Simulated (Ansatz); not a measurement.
Input of an Ansatz 0.2.0 run:

File input.yaml:

```yaml
crystal:
  lattice:
    - [3.232, 0.0, 0.0]
    - [-1.616, 2.798994105, 0.0]
    - [0.0, 0.0, 5.147]
  atoms:
    - { symbol: Zr, position: [0.6666666667, 0.3333333333, 0.75] }
    - { symbol: Zr, position: [0.3333333333, 0.6666666667, 0.25] }
hamiltonian:
  xc: pbe
  pseudopotentials: { kind: paw }
kpoints:
  mp_grid: { grid: [9, 9, 5] }
scf:
  occupations: { method: gaussian, width: 0.026 }
output:
  forces: true
  stress: true
  eigenvalues: true
```

Potentials or basis: Ansatz PAW.

Launch:

```console
$ ansatz run input.yaml --threads 2 --pin off --max-ram 5632MiB --backend cpu --events-out ev --progress --plain --runs-dir out
```

Problem. Predict the band gap on the k mesh.

Solution. None (metal or under the smearing width).

Problem. Estimate the pressure.

Solution. 0.6 GPa.

Stress tensor (GPa, compression positive):
```
0.22 0.00 0.00
0.00 0.22 0.00
0.00 0.00 1.31
```
